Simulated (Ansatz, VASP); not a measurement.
**One calculation of Zr, two programs**

```
Zr
1.0
     3.18016    0.00000    0.00000
    -1.59008    2.75410    0.00000
     0.00000    0.00000    5.13705
Zr
2
Direct
  0.33333 0.66667 0.25000
  0.66667 0.33333 0.75000
```

Alike in both runs: functional PBEsol; k mesh 15 × 15 × 8; occupations fermi-dirac, width 0.15 eV; no spin polarisation.

Ansatz relaxed the structure, and its values are those at the end. VASP's run is a single point on that final structure, the one shown.

```csv
,VASP,Ansatz
version,VASP 6.6.1,Ansatz 0.2.0
potentials or method,"VASP PAW PBE potentials, release 64 (Zr_sv)","scalar-relativistic, plane waves, PAW"
plane-wave cutoff (eV),520,420
valence electrons in the cell,24,24
```

```csv
,VASP,Ansatz,Ansatz less VASP
gap on the k mesh at the Fermi level (eV),none,none,-
pressure (GPa),0.1,0.0,-0.06
```

A gap of «none» marks a metal or a gap that the smearing closes. The functional is the same, so the differences come from potentials, cutoffs and numerics.

Caveats: the PAW data sets were made with another functional, which shifts forces and pressure a little (VASP).
